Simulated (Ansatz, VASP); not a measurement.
SnO: VASP beside Ansatz

The input INCAR:

```
SYSTEM = SnO
  ALGO = Normal
  EDIFF = 1E-7
  ENCUT = 520
  GGA = PS
  ISIF = 2
  ISMEAR = -1
  LASPH = .True.
  LCHARG = .False.
  LREAL = .False.
  LWAVE = .False.
  NBANDS = 28
  NELM = 80
  PREC = Accurate
  SIGMA = 0.05
```

The input KPOINTS:

```
k-points
0
Gamma
  8 5 6
  0 0 0
```

Contents of POSCAR:

```
SnO
1.0
    3.3324875095      0.0000000000      0.0000000000
    0.0000000000      5.6360216177      0.0000000000
    0.0000000000      0.0000000000      4.1936337771
Sn O
2 2
Direct
    0.5000000000      0.7680910000      0.0131440000
    0.0000000000      0.2319090000      0.5131440000
    0.5000000000      0.1087500000      0.2368570000
    0.0000000000      0.8912500000      0.7368570000
```

Contents of input.yaml:

```yaml
crystal:
  lattice:
    - [3.3324875095, 0.0, 0.0]
    - [0.0, 5.6360216177, 0.0]
    - [0.0, 0.0, 4.1936337771]
  atoms:
    - { symbol: Sn, position: [0.5, 0.768091, 0.013144] }
    - { symbol: Sn, position: [0.0, 0.231909, 0.513144] }
    - { symbol: O, position: [0.5, 0.10875, 0.236857] }
    - { symbol: O, position: [0.0, 0.89125, 0.736857] }
hamiltonian:
  xc: pbesol
  pseudopotentials: { kind: paw }
kpoints:
  mp_grid: { grid: [8, 5, 6] }
scf:
  occupations: { method: fermi_dirac, width: 0.05 }
output:
  forces: true
  stress: true
  eigenvalues: true
  write_density: true
  write_potential: true
  elf: true
  volumetric_format: npy
```

Change from the starting cell: volume scaled by 0.98.

Alike in both runs: task single point; functional PBEsol; k mesh 8 × 5 × 6; occupations fermi-dirac, width 0.05 eV; no spin polarisation.

|  | VASP | Ansatz |
| --- | --- | --- |
| version | VASP 6.6.1 | Ansatz 0.2.0 |
| potentials or method | VASP PAW PBE potentials, release 64 (Sn_d, O) | Ansatz PAW |
| plane-wave cutoff (eV) | 520 | 420 |
| valence electrons in the cell | 40 | 40 |

Ansatz gave:

```
gap on the k mesh at the Fermi level (eV)       : 1.41
least direct gap on the mesh (eV)               : 1.99
pressure (GPa)                                  : -1.6
largest component of the traceless stress (GPa) : 0.45
rms of the force components (eV/Å)              : 0.075
```

Q: What did VASP give for the same quantities?

A: gap on the k mesh at the Fermi level (eV): 1.40; least direct gap on the mesh (eV): 1.98; pressure (GPa): -1.4; largest component of the traceless stress (GPa): 0.42; rms of the force components (eV/Å): 0.051.

Atom by atom the forces differ by 0.035 eV/Å (rms over components).

Caveats: spin-orbit coupling is left out, which moves the levels of the heavy elements; the PAW data sets were made with another functional, which shifts forces and pressure a little (VASP); an odd mesh through Γ misses points on the zone boundary, where band edges often lie (VASP); odd divisions of the mesh miss points on the zone boundary, where band edges often lie, so the gap on the mesh can be too wide (Ansatz); the pressure holds a Pulay correction of +0.4 GPa for the finite cutoff (Ansatz); the PAW data sets come from PBE, with cores solved anew for the run's functional, which leaves a small shift of forces and pressure (Ansatz).
